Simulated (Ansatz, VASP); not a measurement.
## Nb: VASP beside Ansatz

```
Nb
1.0
     4.72754    0.00000    0.00000
    -2.36377    4.09417    0.00000
     0.00000    0.00000    2.59860
Nb
3
Direct
  0.00000 0.00000 0.00000
  0.33333 0.66667 0.50000
  0.66667 0.33333 0.50000
```

Alike in both runs: task single point; functional LDA; k mesh 9 × 9 × 13; occupations fermi-dirac, width 0.1 eV; no spin polarisation.

|  | VASP | Ansatz |
| --- | --- | --- |
| version | VASP 6.6.1 | Ansatz 0.2.0 |
| potentials or method | VASP PAW LDA potentials, release 64 (Nb_sv) | plane waves (420 eV) with PAW, scalar-relativistic |
| plane-wave cutoff (eV) | 520 | 420 |
| valence electrons in the cell | 39 | 39 |

Ansatz gave:

```
pressure (GPa)                                  : 8.3
largest component of the traceless stress (GPa) : 0.06
```

Task: Which values does VASP return?

Result: Pressure (GPa): 8.2; largest component of the traceless stress (GPa): 0.01.

Ansatz warned: «pseudo_functional_mismatch».
